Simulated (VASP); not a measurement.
# ZnS (F-43m) in VASP: Born charges and dielectric tensor with LDA

Aim: the Born charges and dielectric tensor of ZnS with LDA.

Everything below comes from runs of VASP 6.6.1. Logs are shortened: lines on timing, memory, paths and dates and some standing lists are left out, and cuts for length are marked.

**Experimental background.**

From “Electronic, vibrational, and thermodynamic properties of ZnS (zincblende and rocksalt structure)”, 2009, arxiv:0911.5022, for a bulk crystal of ZnS at 19 K: band gap 3.85 eV (direct).

From a printed reference work, monograph, for a bulk crystal of ZnS: high-frequency dielectric constant 5.14.

The runs below are set against these values where they give the same quantity.

### Step 1. The structure

Symmetry: F-43m, No. 216, cubic system. The conventional cell has a = 5.302 Å, b = 5.302 Å, c = 5.302 Å, α = 90.00°, β = 90.00°, γ = 90.00°. Zn (site symmetry -43m) is surrounded by 4 S at 2.30 Å. S (site symmetry -43m) has 4 Zn at 2.30 Å as nearest neighbours.

The cell is a database's computed one.

### Step 2. Born charges and dielectric tensor, LDA

File INCAR:

```
SYSTEM = ZnS
PREC = Accurate
ENCUT = 600
EDIFF = 1E-8
ISMEAR = 0
SIGMA = 0.02
LREAL = .FALSE.
LASPH = .TRUE.
NELM = 60
ALGO = Fast
ISIF = 2
LWAVE = .FALSE.
LCHARG = .FALSE.
GGA = CA
LEPSILON = .TRUE.
IBRION = 8
NSW = 1
```

File KPOINTS:

```
Automatic mesh
0
G
  10 10 10
  0 0 0
```

File POSCAR:

```
ZnS
1.0
    0.0000000000      2.6509500000      2.6509500000
    2.6509500000      0.0000000000      2.6509500000
    2.6509500000      2.6509500000      0.0000000000
Zn S
1 1
Direct
    0.0000000000      0.0000000000      0.0000000000
    0.7500000000      0.7500000000      0.7500000000
```

Potentials or basis: VASP PAW LDA potentials, release 64 (Zn, S).

The run is started by

```sh
> cat potpaw_LDA.64/Zn/POTCAR potpaw_LDA.64/S/POTCAR > POTCAR
> mpirun -np 1 vasp_std > vasp.out
```

OUTCAR:

```text
SYSTEM = ZnS
   PREC = Accurate
   ENCUT = 600
   EDIFF = 1E-8
   ISMEAR = 0
   LREAL = .FALSE.
   LASPH = .TRUE.
   NELM = 60
   ISIF = 2
   GGA = CA
   LEPSILON = .TRUE.
   IBRION = 8
   NSW = 1

 ion  position               nearest neighbor table
   1  0.000  0.000  0.000-   2 2.30   2 2.30   2 2.30   2 2.30
   2  0.750  0.750  0.750-   1 2.30   1 2.30   1 2.30   1 2.30

  LATTYP: Found a face centered cubic cell.
 ALAT       =     5.3019000000

  Lattice vectors:

 A1 = (   0.0000000000,   2.6509500000,   2.6509500000)
 A2 = (   2.6509500000,   0.0000000000,   2.6509500000)
 A3 = (   2.6509500000,   2.6509500000,   0.0000000000)

Analysis of symmetry for initial positions (statically):
=====================================================================
 Subroutine PRICEL returns:
 Original cell was already a primitive cell.

 Routine SETGRP: Setting up the symmetry group for a
 face centered cubic supercell.

 Subroutine GETGRP returns: Found 24 space group operations
 (whereof 24 operations were pure point group operations)
 out of a pool of 48 trial point group operations.

The static configuration has the point symmetry T_d .

Analysis of symmetry for dynamics (positions and initial velocities):
=====================================================================
 Subroutine PRICEL returns:
 Original cell was already a primitive cell.

 Routine SETGRP: Setting up the symmetry group for a
 face centered cubic supercell.

 Subroutine GETGRP returns: Found 24 space group operations
 (whereof 24 operations were pure point group operations)
 out of a pool of 48 trial point group operations.

The dynamic configuration has the point symmetry T_d .

 Subroutine INISYM returns: Found 24 space group operations
 (whereof 24 operations are pure point group operations),
 and found     1 'primitive' translations

----------------------------------------------------------------------------------------

                                     Primitive cell

  volume of cell :      37.2593

  direct lattice vectors                    reciprocal lattice vectors
     0.000000000  2.650950000  2.650950000    -0.188611630  0.188611630  0.188611630
     2.650950000  0.000000000  2.650950000     0.188611630 -0.188611630  0.188611630
     2.650950000  2.650950000  0.000000000     0.188611630  0.188611630 -0.188611630

  length of vectors
     3.749009443  3.749009443  3.749009443     0.326684926  0.326684926  0.326684926

  position of ions in fractional coordinates (direct lattice)
     0.000000000  0.000000000  0.000000000
     0.750000000  0.750000000  0.750000000

  ion indices of the primitive-cell ions
   primitive index   ion index
                 1           1
                 2           2

----------------------------------------------------------------------------------------

 KPOINTS: Automatic mesh

Automatic generation of k-mesh.
 Grid dimensions read from file:
 generate k-points for:   10   10   10

 Generating k-lattice:

  Cartesian coordinates                     Fractional coordinates (reciprocal lattice)
    -0.018861163  0.018861163  0.018861163     0.100000000  0.000000000  0.000000000
     0.018861163 -0.018861163  0.018861163     0.000000000  0.100000000  0.000000000
     0.018861163  0.018861163 -0.018861163     0.000000000  0.000000000  0.100000000

  Length of vectors
     0.032668493  0.032668493  0.032668493

  Shift w.r.t. Gamma in fractional coordinates (k-lattice)
     0.000000000  0.000000000  0.000000000

 Subroutine IBZKPT returns following result:
 ===========================================

 Found     47 irreducible k-points:

[... 492 lines left out ...]
  energy-cutoff  :      600.00
  volume of cell :       37.26
      direct lattice vectors                 reciprocal lattice vectors
     0.000000000  2.650950000  2.650950000    -0.188611630  0.188611630  0.188611630
     2.650950000  0.000000000  2.650950000     0.188611630 -0.188611630  0.188611630
     2.650950000  2.650950000  0.000000000     0.188611630  0.188611630 -0.188611630

 POSITION                                       TOTAL-FORCE (eV/Angst)
 -----------------------------------------------------------------------------------
      0.00000      0.00000      0.00000         0.000000      0.000000      0.000000
      3.97642      3.97642      3.97642        -0.000000     -0.000000     -0.000000
 -----------------------------------------------------------------------------------
    total drift:                                0.000000      0.000000      0.000000

  FREE ENERGIE OF THE ION-ELECTRON SYSTEM (eV)
  ---------------------------------------------------
  free  energy   TOTEN  =        -8.2081657879 eV

  energy  without entropy=       -8.2081657879  energy(sigma->0) =       -8.20816579

 HEAD OF MICROSCOPIC STATIC DIELECTRIC TENSOR (INDEPENDENT PARTICLE, excluding Hartree and local field effects)
 ------------------------------------------------------
           6.646359     0.000000    -0.000000
           0.000000     6.646359     0.000000
          -0.000000     0.000000     6.646359
 ------------------------------------------------------

 Free energy of the ion-electron system (eV)
  ---------------------------------------------------
  ---------------------------------------------------
  free energy    TOTEN  =        -0.55818556 eV

  energy without entropy =       -0.55818556

------------------------ aborting loop because EDIFF is reached ----------------------------------------

--------------------------------------- Ionic step        2  -------------------------------------------

------------------------ aborting loop because EDIFF is reached ----------------------------------------

--------------------------------------- Ionic step        3  -------------------------------------------

------------------------ aborting loop because EDIFF is reached ----------------------------------------

 PIEZOELECTRIC TENSOR FIELD DIRECTION 3  (e Angst)
 -----------------------------------------------------------------------------
    -0.00087  1.52933  0.00000           ( -0.00000 -0.01604  0.00000)
     1.52933 -0.00087  0.00000           ( -0.01604 -0.00000  0.00000)
     0.00000  0.00000  0.00006           (  0.00000  0.00000 -0.00000)

 PIEZOELECTRIC TENSOR FIELD DIRECTION 3  (C/m^2)
 -----------------------------------------------------------------------------
    -0.00037  0.65762  0.00000
     0.65762 -0.00037  0.00000
     0.00000  0.00000  0.00002

--------------------------------------- Ionic step        4  -------------------------------------------

------------------------ aborting loop because EDIFF is reached ----------------------------------------

[... ionic steps 5 to 6 ...]

--------------------------------------- Ionic step        7  -------------------------------------------

 Free energy of the ion-electron system (eV)
  ---------------------------------------------------
  ---------------------------------------------------
  free energy    TOTEN  =        -0.10383236 eV

  energy without entropy =       -0.10383236

------------------------ aborting loop because EDIFF is reached ----------------------------------------

 INTERNAL STRAIN TENSOR  FOR ION    2  DIRECTION 1   (eV/Angst):
 -----------------------------------------------------------------------------
    -0.01701  0.00000  0.00000
     0.00000  0.01681  6.51195
     0.00000  6.51195  0.01681

 MACROSCOPIC STATIC DIELECTRIC TENSOR (including local field effects in DFT)
 ------------------------------------------------------
           6.149991     0.000000     0.000000
           0.000000     6.149991    -0.000000
           0.000000     0.000000     6.149991
 ------------------------------------------------------

 PIEZOELECTRIC TENSOR (including local field effects)  for field in x, y, z        (e  Angst)
          XX          YY          ZZ          XY          YZ          ZX
  --------------------------------------------------------------------------------
  x     0.00000    -0.00000     0.00000     0.00000     1.54088     0.00000
  y    -0.00000     0.00000     0.00000     0.00000     0.00000     1.54088
  z    -0.00000    -0.00000    -0.00000     1.54088     0.00000     0.00000

 PIEZOELECTRIC TENSOR (including local field effects)  for field in x, y, z        (C/m^2)
          XX          YY          ZZ          XY          YZ          ZX
  --------------------------------------------------------------------------------
  x     0.00000    -0.00000     0.00000     0.00000     0.66259     0.00000
  y    -0.00000     0.00000     0.00000     0.00000     0.00000     0.66259
  z    -0.00000    -0.00000    -0.00000     0.66259     0.00000     0.00000

 BORN EFFECTIVE CHARGES (including local field effects) (in |e|, cummulative output)
 ---------------------------------------------------------------------------------
 ion    1
    1     1.91648    -0.00000     0.00000
    2     0.00000     1.91648     0.00000
    3    -0.00000    -0.00000     1.91648
 ion    2
    1    -1.91648     0.00000    -0.00000
    2    -0.00000    -1.91648    -0.00000
    3     0.00000     0.00000    -1.91648

 INTERNAL STRAIN TENSOR FOR ION    2 for displacements in x,y,z  (eV/Angst):
          X           Y           Z          XY          YZ          ZX
  --------------------------------------------------------------------------------
  x    -0.00000     0.00000     0.00000     0.00000     6.51195     0.00000
  y     0.00000    -0.00000     0.00000     0.00000     0.00000     6.51195
  z     0.00000     0.00000    -0.00000     6.51195     0.00000     0.00000

 SECOND DERIVATIVES (NOT SYMMETRIZED)
 ------------------------------------
               1X          1Y          1Z          2X          2Y          2Z
  1X    -6.628826    0.000000    0.000000    6.628826    0.000000    0.000000
  1Y     0.000000   -6.628826    0.000000    0.000000    6.628826    0.000000
  1Z     0.000000    0.000000   -6.628826    0.000000    0.000000    6.628826
  2X     6.690022    0.000000    0.000000   -6.690022    0.000000    0.000000
  2Y     0.000000    6.690022    0.000000    0.000000   -6.690022    0.000000
  2Z     0.000000    0.000000    6.690022    0.000000    0.000000   -6.690022

 Eigenvectors and eigenvalues of the dynamical matrix
 ----------------------------------------------------

   1 f  =    8.704367 THz    54.691150 2PiTHz  290.346425 cm-1    35.998353 meV
             X         Y         Z           dx          dy          dz
      0.000000  0.000000  0.000000     0.537641    0.194790    0.002299
      3.976425  3.976425  3.976425    -0.771294   -0.279443   -0.003298
[... 21 lines left out ...]
   6 f/i=    0.018762 THz     0.117885 2PiTHz    0.625832 cm-1     0.077593 meV
             X         Y         Z           dx          dy          dz
      0.000000  0.000000  0.000000    -0.796689    0.194473   -0.021465
      3.976425  3.976425  3.976425    -0.555343    0.135560   -0.014963

--------------------------------------------------------------------------------------------------------

 MACROSCOPIC STATIC DIELECTRIC TENSOR IONIC CONTRIBUTION
 ------------------------------------------------------
           2.678551     0.000000    -0.000000
           0.000000     2.678551    -0.000000
          -0.000000    -0.000000     2.678551
 ------------------------------------------------------

 ELASTIC MODULI CONTR FROM IONIC RELAXATION (kBar)
 Direction    XX          YY          ZZ          XY          YZ          ZX
 --------------------------------------------------------------------------------
 XX          -0.0000      0.0000      0.0000      0.0000      0.0000      0.0000
 YY           0.0000     -0.0000      0.0000      0.0000      0.0000      0.0000
 ZZ           0.0000      0.0000     -0.0000      0.0000      0.0000      0.0000
 XY           0.0000      0.0000      0.0000   -273.2530      0.0000      0.0000
 YZ           0.0000      0.0000      0.0000      0.0000   -273.2530      0.0000
 ZX           0.0000      0.0000      0.0000      0.0000      0.0000   -273.2530
 --------------------------------------------------------------------------------

 PIEZOELECTRIC TENSOR IONIC CONTR  for field in x, y, z        (C/m^2)
          XX          YY          ZZ          XY          YZ          ZX
  --------------------------------------------------------------------------------
  x     0.00000    -0.00000     0.00000    -0.00000    -0.80502     0.00000
  y     0.00000     0.00000     0.00000    -0.00000    -0.00000    -0.80502
  z    -0.00000    -0.00000     0.00000    -0.80502     0.00000     0.00000
```

Wall time 15 min (1 thread of Intel Xeon Platinum 8259CL at 2.50GHz (Skylake/Cascade Lake), shared host); peak memory 0.38 GiB.

Results:

```
Band gap on the k mesh                                  : 2.15 eV, direct
Electronic dielectric tensor (diagonal)                 : 6.15
Born charges (mean of the diagonal)                     : Zn +1.92; S -1.92 e
Highest phonon frequency at Γ, LO-TO splitting left out : 290 cm⁻¹
```

Phonon frequencies in cm⁻¹ (negative: imaginary):
```csv
q point,frequencies
"(0.000, 0.000, 0.000)",-1 -1 -1 290 290 290
```

Electronic dielectric tensor:
```
6.15 0.00 0.00
0.00 6.15 0.00
0.00 0.00 6.15
```

Born effective charge tensors (e):
atom 1, Zn
```
1.92 0.00 0.00
0.00 1.92 0.00
0.00 0.00 1.92
```
atom 2, S
```
-1.92  0.00  0.00
 0.00 -1.92  0.00
 0.00  0.00 -1.92
```

### Step 3. Against experiment

Step 2. Against the measured gap of ZnS, 3.85 eV (direct; 19 K; quoted in “Electronic, vibrational, and thermodynamic properties of ZnS (zincblende and rocksalt structure)”, 2009, arxiv:0911.5022), the calculated 2.15 eV is off by -1.70 eV. The value is that of LDA, without temperature or zero-point motion. Semilocal functionals fall short of measured gaps as a rule. The cell is a database's relaxed one, not the measured one, which moves gaps too. A measured high-frequency dielectric constant of ZnS is 5.14 (a printed reference work, monograph); the calculated 6.15 misses it by +19.6 %.
